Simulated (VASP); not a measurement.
# AlN (P4_2/mnm) in VASP: further runs

Runs on AlN. Level: PBE. Tasks: single point, relaxation of cell and atoms.

All numbers are computed with VASP 6.6.1; they aren't measurements. Logs are shortened: lines on timing, memory, paths and dates and some standing lists are left out, and cuts for length are marked.

### 1 The structure

Symmetry: P4_2/mnm, No. 136, tetragonal system. Conventional cell: a = 5.329 Å, b = 5.329 Å, c = 3.122 Å, α = 90.00°, β = 90.00°, γ = 90.00°. Al (site symmetry m2m) has 4 N at 1.88 to 1.93 Å as nearest neighbours. Around N (site symmetry m2m) lie 4 Al at 1.88 to 1.93 Å.

The cell was built by a generator and needn't be a form met in nature.

### 2 Single point, PBE

INCAR

```
SYSTEM = AlN
  ALGO = Normal
  EDIFF = 1E-6
  ENCUT = 520
  GGA = PE
  ISIF = 2
  ISMEAR = 0
  LASPH = .TRUE.
  LCHARG = .FALSE.
  LREAL = .FALSE.
  LWAVE = .FALSE.
  NBANDS = 26
  NELM = 100
  PREC = Accurate
  SIGMA = 0.02
```

KPOINTS

```
k-points
0
G
  4 4 8
  0 0 0
```

POSCAR

```
AlN
1.0
    5.3291140124      0.0000000000      0.0000000000
    0.0000000000      5.3291140124      0.0000000000
    0.0000000000      0.0000000000      3.1218366918
Al N
4 4
Direct
    0.6769856624      0.6769856624      0.0000000000
    0.1769856624      0.8230143376      0.5000000000
    0.8230143376      0.1769856624      0.5000000000
    0.3230143376      0.3230143376      0.0000000000
    0.8154211741      0.8154211741      0.5000000000
    0.1845788259      0.1845788259      0.5000000000
    0.6845788259      0.3154211741      0.0000000000
    0.3154211741      0.6845788259      0.0000000000
```

Potentials or basis: VASP PAW PBE potentials, release 64 (Al, N).

Run with:

```console
$ cat potpaw_PBE.64/Al/POTCAR potpaw_PBE.64/N/POTCAR > POTCAR
$ mpirun -np 1 vasp_std > vasp.out
```

OUTCAR:

```text
SYSTEM = AlN
   EDIFF = 1E-6
   ENCUT = 520
   GGA = PE
   ISIF = 2
   ISMEAR = 0
   LASPH = .TRUE.
   LREAL = .FALSE.
   NELM = 100
   PREC = Accurate

 ion  position               nearest neighbor table
   1  0.677  0.677  0.000-   5 1.88   5 1.88   8 1.93   7 1.93   4 2.67   3 3.18   2 3.18   3 3.18
                             2 3.18   3 3.18   3 3.18   2 3.18   2 3.18
   2  0.177  0.823  0.500-   8 1.88   8 1.88   5 1.93   6 1.93   3 2.67   1 3.18   1 3.18   4 3.18
                             4 3.18   4 3.18   4 3.18   1 3.18   1 3.18
   3  0.823  0.177  0.500-   7 1.88   7 1.88   5 1.93   6 1.93   2 2.67   1 3.18   1 3.18   4 3.18
                             4 3.18   1 3.18   1 3.18   4 3.18   4 3.18
   4  0.323  0.323  0.000-   6 1.88   6 1.88   8 1.93   7 1.93   1 2.67   2 3.18   2 3.18   3 3.18
                             3 3.18   2 3.18   2 3.18   3 3.18   3 3.18
   5  0.815  0.815  0.500-   1 1.88   1 1.88   3 1.93   2 1.93
   6  0.185  0.185  0.500-   4 1.88   4 1.88   2 1.93   3 1.93
   7  0.685  0.315  0.000-   3 1.88   3 1.88   4 1.93   1 1.93
   8  0.315  0.685  0.000-   2 1.88   2 1.88   4 1.93   1 1.93

  LATTYP: Found a simple tetragonal cell.
 ALAT       =     5.3291140124
 C/A-ratio  =     0.5858078256

  Lattice vectors:

 A1 = (   5.3291140124,   0.0000000000,   0.0000000000)
 A2 = (   0.0000000000,   5.3291140124,   0.0000000000)
 A3 = (   0.0000000000,   0.0000000000,   3.1218366918)

Analysis of symmetry for initial positions (statically):
=====================================================================
 Subroutine PRICEL returns:
 Original cell was already a primitive cell.

 Routine SETGRP: Setting up the symmetry group for a
 simple tetragonal supercell.

 Subroutine GETGRP returns: Found 16 space group operations
 (whereof  8 operations were pure point group operations)
 out of a pool of 16 trial point group operations.

The static configuration has the point symmetry D_2h.
 The point group associated with its full space group is D_4h.

Analysis of symmetry for dynamics (positions and initial velocities):
=====================================================================
 Subroutine PRICEL returns:
 Original cell was already a primitive cell.

 Routine SETGRP: Setting up the symmetry group for a
 simple tetragonal supercell.

 Subroutine GETGRP returns: Found 16 space group operations
 (whereof  8 operations were pure point group operations)
 out of a pool of 16 trial point group operations.

The dynamic configuration has the point symmetry D_2h.
 The point group associated with its full space group is D_4h.

 Subroutine INISYM returns: Found 16 space group operations
 (whereof  8 operations are pure point group operations),
 and found     1 'primitive' translations
[... 118 lines left out ...]
   NELECT =      32.0000    total number of electrons
   NUPDOWN=      -1.0000    fix difference up-down
   EMIN   =  10.00;   EMAX   =-10.00  energy-range for DOS
   EFERMI =   0.00;   METHOD = LEGACY
   ISMEAR =     0;   SIGMA  =   0.02  broadening in eV -4-tet -1-fermi 0-gaus
   EFERMI_NEDOS =   21; number of points for ismear=-14 and -15
   IALGO  =     38    algorithm
   IMIX   =      4    mixing-type and parameters
     AMIX     =   0.40;   BMIX     =  1.00
     AMIX_MAG =   1.60;   BMIX_MAG =  1.00
  volume/ion in A,a.u.               =      11.08        74.79
  Fermi-wavevector in a.u.,A,eV,Ry     =   1.165605  2.202674 18.485353  1.358635
  Thomas-Fermi vector in A             =   2.302129
   LORBIT       =      0    0 simple, 1 ext, 2 COOP (PROOUT), +10 PAW based schemes
   GGA     = PE    functional components
   LHFCALC =     F    Hartree Fock is set to
   AEXX    =    0.0000 exact exchange contribution
   IVDW    =     0    specifies the selected vdW correction
   LEPSILON=     F    determine dielectric tensor
   LRPA    =     F    only Hartree local field effects (RPA)
 non-spin polarized calculation
 Gauss-broadening in eV      SIGMA  =   0.02
  energy-cutoff  :      520.00
  volume of cell :       88.66
 maximum number of plane-waves:      2404
 NGX is ok and might be reduce to    40
   NGX = 19   NGY = 19   NGZ = 11

 number of electron      31.9999997 magnetization

 Free energy of the ion-electron system (eV)
  ---------------------------------------------------
  ext. energy  EPLUGINS =         0.00000000
  ---------------------------------------------------
  free energy    TOTEN  =       -59.31306519 eV

  energy without entropy =      -59.31306519  energy(sigma->0) =      -59.31306519

 E-fermi :   5.6160     XC(G=0): -10.5780

 val. band max:        5.5106963884   @ k =   0.0000   0.0000   0.0000
 cond. band min:       9.2587445843   @ k =   0.0000   0.0000   0.0000
 fundamental gap:      3.7480481959
 Fermi energy:         5.6159949111

 k-point     1 :       0.0000    0.0000    0.0000
  band No.  band energies     occupation
      1      -9.4757      2.00000
      2      -7.5211      2.00000
      3      -7.5211      2.00000
      4      -7.2506      2.00000
      5      -0.4008      2.00000
      6       0.7330      2.00000
[... 685 lines left out ...]
     25      16.0688      0.00000
     26      16.0776      0.00000

 [... further k-points ...]

------------------------ aborting loop because EDIFF is reached ----------------------------------------

  FORCE on cell =-STRESS in cart. coord.  units (eV):
  Direction    XX          YY          ZZ          XY          YZ          ZX
  --------------------------------------------------------------------------------------
  -------------------------------------------------------------------------------------
  Total       -0.1190644     -0.1190644     -0.1516854     -0.0000000      0.0000000      0.0000000
  in kB       -2.1516530     -2.1516530     -2.7411587     -0.0000000      0.0000000      0.0000000
  external PRESSURE =      -2.3481549 kB  Pullay stress =       0.0000000 kB

 VOLUME and BASIS-vectors are now :
 -----------------------------------------------------------------------------
  energy-cutoff  :      520.00
  volume of cell :       88.66
      direct lattice vectors                 reciprocal lattice vectors
     5.329114012  0.000000000  0.000000000     0.187648453  0.000000000  0.000000000
     0.000000000  5.329114012  0.000000000     0.000000000  0.187648453  0.000000000
     0.000000000  0.000000000  3.121836692     0.000000000  0.000000000  0.320324251

 POSITION                                       TOTAL-FORCE (eV/Angst)
 -----------------------------------------------------------------------------------
      3.60773      3.60773      0.00000        -0.002647     -0.002647      0.000000
      0.94318      4.38594      1.56092        -0.002647      0.002647      0.000000
      4.38594      0.94318      1.56092         0.002647     -0.002647      0.000000
      1.72138      1.72138      0.00000         0.002647      0.002647      0.000000
      4.34547      4.34547      1.56092        -0.001679     -0.001679      0.000000
      0.98364      0.98364      1.56092         0.001679      0.001679     -0.000000
      3.64820      1.68092      0.00000         0.001679     -0.001679      0.000000
      1.68092      3.64820      0.00000        -0.001679      0.001679     -0.000000
 -----------------------------------------------------------------------------------
    total drift:                                0.000000     -0.000000      0.000000

  FREE ENERGIE OF THE ION-ELECTRON SYSTEM (eV)
  ---------------------------------------------------
  free  energy   TOTEN  =       -59.3130651861 eV

  energy  without entropy=      -59.3130651861  energy(sigma->0) =      -59.31306519
```

stdout:

```text
POSCAR found type information on POSCAR AlN
 POSCAR found :  2 types and       8 ions
 scaLAPACK will be used
 LDA part: xc-table for (Slater+PW92), standard interpolation
 POSCAR, INCAR and KPOINTS ok, starting setup
 FFT: planning ... GRIDC
 FFT: planning ... GRID_SOFT
 FFT: planning ... GRID
 WAVECAR not read
 entering main loop
```

It took 42 s on 1 thread of Intel Xeon Platinum 8488C (Sapphire Rapids), shared host; peak memory 0.2 GiB.

Results:

* Free energy: -59.3131 eV
* Pressure: -0.2 GPa
* Largest force: 0.004 eV/Å
* Band gap on the k mesh: 3.75 eV, direct

Forces in eV/Å, atoms in the order of the input:
```
Al  -0.003 -0.003  0.000
Al  -0.003  0.003  0.000
Al   0.003 -0.003  0.000
Al   0.003  0.003  0.000
N   -0.002 -0.002  0.000
N    0.002  0.002  0.000
N    0.002 -0.002  0.000
N   -0.002  0.002  0.000
```

Levels at points of the mesh, in eV from the valence-band top:
```tsv
k point	band 13	band 14	band 15	band 16	band 17	band 18	band 19	band 20
(0.00, 0.00, 0.00)	-0.47	-0.09	-0.09	0.00	3.75	6.02	6.53	6.96
(0.50, 0.00, 0.00)	-0.62	-0.62	-0.59	-0.59	5.76	5.76	6.47	6.47
(0.50, 0.50, 0.00)	-1.02	-1.02	-0.91	-0.91	6.01	6.01	6.34	6.34
(0.00, 0.00, 0.50)	-1.63	-1.63	-1.48	-1.48	6.03	6.03	7.75	7.75
(0.50, 0.00, 0.50)	-1.35	-1.35	-0.67	-0.67	6.25	6.25	6.68	6.68
(0.50, 0.50, 0.50)	-1.15	-1.15	-0.94	-0.94	5.21	5.21	5.66	5.66
```

Expect the measured gap to be larger: semilocal functionals such as PBE lack the derivative discontinuity.

### 3 Relaxation of cell and atoms, PBE

INCAR

```
SYSTEM = AlN
PREC     = Accurate       ! precision mode
ENCUT    = 600            ! plane-wave cutoff, eV
EDIFF    = 1E-7           ! SCF threshold, eV
ISMEAR   = 0              ! smearing method
SIGMA    = 0.02           ! smearing width, eV
LREAL    = .False.        ! projectors in reciprocal space
LASPH    = .True.         ! aspherical terms in the spheres
NELM     = 80             ! most SCF steps
ALGO     = Normal         ! electronic algorithm
ISIF     = 3              ! what is computed and relaxed
LWAVE    = .False.        ! write WAVECAR
LCHARG   = .False.        ! write CHGCAR
GGA      = PE             ! functional
IBRION   = 2              ! ionic algorithm
NSW      = 100            ! ionic steps
EDIFFG   = -0.01          ! ionic threshold
```

KPOINTS

```
Automatic mesh
0
Gamma
  4 4 8
  0 0 0
```

POSCAR

```
AlN
1.0
    5.3285990995      0.0000000000      0.0000000000
    0.0000000000      5.3285990995      0.0000000000
    0.0000000000      0.0000000000      3.1217719483
Al N
4 4
Direct
    0.6769562196      0.6769562196      0.0000000000
    0.1769562196      0.8230437804      0.5000000000
    0.8230437804      0.1769562196      0.5000000000
    0.3230437804      0.3230437804      0.0000000000
    0.8153780411      0.8153780411      0.5000000000
    0.1846219589      0.1846219589      0.5000000000
    0.6846219589      0.3153780411      0.0000000000
    0.3153780411      0.6846219589      0.0000000000
```

Potentials or basis: VASP PAW PBE potentials, release 64 (Al, N).

Run with:

```console
$ cat potpaw_PBE.64/Al/POTCAR potpaw_PBE.64/N/POTCAR > POTCAR
$ mpirun -np 1 vasp_std > vasp.out
```

OUTCAR:

```text
SYSTEM = AlN
   PREC = Accurate
   ENCUT = 600
   EDIFF = 1E-7
   ISMEAR = 0
   LREAL = .False.
   LASPH = .True.
   NELM = 80
   ISIF = 3
   GGA = PE
   IBRION = 2
   NSW = 100
   EDIFFG = -0.01

 ion  position               nearest neighbor table
   1  0.677  0.677  0.000-   5 1.88   5 1.88   8 1.93   7 1.93   4 2.67   3 3.18   2 3.18   3 3.18
                             2 3.18   3 3.18   3 3.18   2 3.18   2 3.18
   2  0.177  0.823  0.500-   8 1.88   8 1.88   5 1.93   6 1.93   3 2.67   1 3.18   1 3.18   4 3.18
                             4 3.18   4 3.18   4 3.18   1 3.18   1 3.18
   3  0.823  0.177  0.500-   7 1.88   7 1.88   5 1.93   6 1.93   2 2.67   1 3.18   1 3.18   4 3.18
                             4 3.18   1 3.18   1 3.18   4 3.18   4 3.18
   4  0.323  0.323  0.000-   6 1.88   6 1.88   8 1.93   7 1.93   1 2.67   2 3.18   2 3.18   3 3.18
                             3 3.18   2 3.18   2 3.18   3 3.18   3 3.18
   5  0.815  0.815  0.500-   1 1.88   1 1.88   3 1.93   2 1.93
   6  0.185  0.185  0.500-   4 1.88   4 1.88   2 1.93   3 1.93
   7  0.685  0.315  0.000-   3 1.88   3 1.88   4 1.93   1 1.93
   8  0.315  0.685  0.000-   2 1.88   2 1.88   4 1.93   1 1.93

  LATTYP: Found a simple tetragonal cell.
 ALAT       =     5.3285990995
 C/A-ratio  =     0.5858522831

  Lattice vectors:

 A1 = (   5.3285990995,   0.0000000000,   0.0000000000)
 A2 = (   0.0000000000,   5.3285990995,   0.0000000000)
 A3 = (   0.0000000000,   0.0000000000,   3.1217719483)

[... 199 lines left out ...]
  Total       -0.1604054     -0.1604054     -0.1914914     -0.0000000      0.0000000      0.0000000
  in kB       -2.8993610     -2.8993610     -3.4612461     -0.0000000      0.0000000      0.0000000
  external PRESSURE =      -3.0866561 kB  Pullay stress =       0.0000000 kB
[... 71 lines left out ...]
--------------------------------------- Ionic step        3  -------------------------------------------

 number of electron      31.9999999 magnetization

 Free energy of the ion-electron system (eV)
  ---------------------------------------------------
  ext. energy  EPLUGINS =         0.00000000
  ---------------------------------------------------
  free energy    TOTEN  =       -59.31908665 eV

  energy without entropy =      -59.31908665  energy(sigma->0) =      -59.31908665

 E-fermi :   5.6695     XC(G=0): -10.5862

 val. band max:        5.5283464611   @ k =   0.0000   0.0000   0.0000
 cond. band min:       9.2903884121   @ k =   0.0000   0.0000   0.0000
 fundamental gap:      3.7620419511
 Fermi energy:         5.6695492322

 k-point     1 :       0.0000    0.0000    0.0000
  band No.  band energies     occupation
      1      -9.4702      2.00000
      2      -7.5107      2.00000
      3      -7.5107      2.00000
      4      -7.2389      2.00000
      5      -0.3913      2.00000
      6       0.7412      2.00000
[... 565 lines left out ...]
     20      11.5429      0.00000
     21      14.1883      0.00000

 [... further k-points ...]

------------------------ aborting loop because EDIFF is reached ----------------------------------------

  FORCE on cell =-STRESS in cart. coord.  units (eV):
  Direction    XX          YY          ZZ          XY          YZ          ZX
  --------------------------------------------------------------------------------------
  -------------------------------------------------------------------------------------
  Total        0.0000345      0.0000345      0.0082875      0.0000000      0.0000000      0.0000000
  in kB        0.0006249      0.0006249      0.1500514      0.0000000      0.0000000      0.0000000
  external PRESSURE =       0.0504338 kB  Pullay stress =       0.0000000 kB
[... 23 lines left out ...]
  FREE ENERGIE OF THE ION-ELECTRON SYSTEM (eV)
  ---------------------------------------------------
  free  energy   TOTEN  =       -59.3190866454 eV

  energy  without entropy=      -59.3190866454  energy(sigma->0) =      -59.31908665

 reached required accuracy - stopping structural energy minimisation
```

Wall time 78 s (1 thread of Intel Xeon Platinum 8488C (Sapphire Rapids), shared host); peak memory 0.26 GiB.

Results:

| Quantity | Value |
| --- | --- |
| Free energy | -59.3191 eV |
| Relaxed volume | 11.06 Å³/atom |
| Relaxed cell | a = 5.326 Å, b = 5.326 Å, c = 3.120 Å, α = 90.00°, β = 90.00°, γ = 90.00° |
| Space group after relaxing (to 0.05 Å) | P4_2/mnm (No. 136) |
| Energy gained by relaxing | 0.0 meV/atom |
| Ionic steps | 3 |
| Pressure after relaxing | 0.0 GPa |
| Band gap on the k mesh | 3.76 eV, direct |

The path:
| step | energy change (eV) | largest force (eV/Å) | pressure (GPa) | volume (Å³) |
| --- | --- | --- | --- | --- |
| 1 | 0.0000 | 0.0017 | -0.31 | 88.64 |
| 2 | 0.0000 | 0.0025 | 0.27 | 88.37 |
| 3 | -0.0001 | 0.0007 | 0.01 | 88.49 |

Final structure:
```
Al N
1.0
     5.32578    0.00000    0.00000
     0.00000    5.32578    0.00000
     0.00000    0.00000    3.11980
Al N
4 4
Direct
  0.67695 0.67695 0.00000
  0.17695 0.82305 0.50000
  0.82305 0.17695 0.50000
  0.32305 0.32305 0.00000
  0.81538 0.81538 0.50000
  0.18462 0.18462 0.50000
  0.68462 0.31538 0.00000
  0.31538 0.68462 0.00000
```

Expect the measured gap to be larger: semilocal functionals such as PBE lack the derivative discontinuity.

(Continued in part 2 of 2.)
